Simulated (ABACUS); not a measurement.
Crystal: Na.

```
Na
1.0
    -2.14100    2.14100    2.14100
     2.14100   -2.14100    2.14100
     2.14100    2.14100   -2.14100
Na
1
Direct
  0.00000 0.00000 0.00000
```

Base run:

| Quantity | Value |
| --- | --- |
| Program | ABACUS 3.10.1 |
| Functional | OLYP |
| Potentials or basis | PseudoDojo NC SR 0.4.1 PBE standard |
| Cutoff | 1211 eV |
| Density cutoff | 4844 eV |
| Basis | plane waves |
| k mesh | 7 × 7 × 7 |
| Occupations | fermi-dirac, width 0.05 eV |
| Spin | no spin polarisation |

Its results: band gap on the k mesh none (metal or under the smearing width); pressure 0.2 GPa.

Q: The run is repeated on the same cell with these changes: functional from OLYP to BP86. What comes out?

A: Band gap on the k mesh none (metal or under the smearing width); pressure -0.3 GPa.

Caveats: the potentials were made for another functional, which shifts forces and pressure.

Not every run made on this cell is shown here.
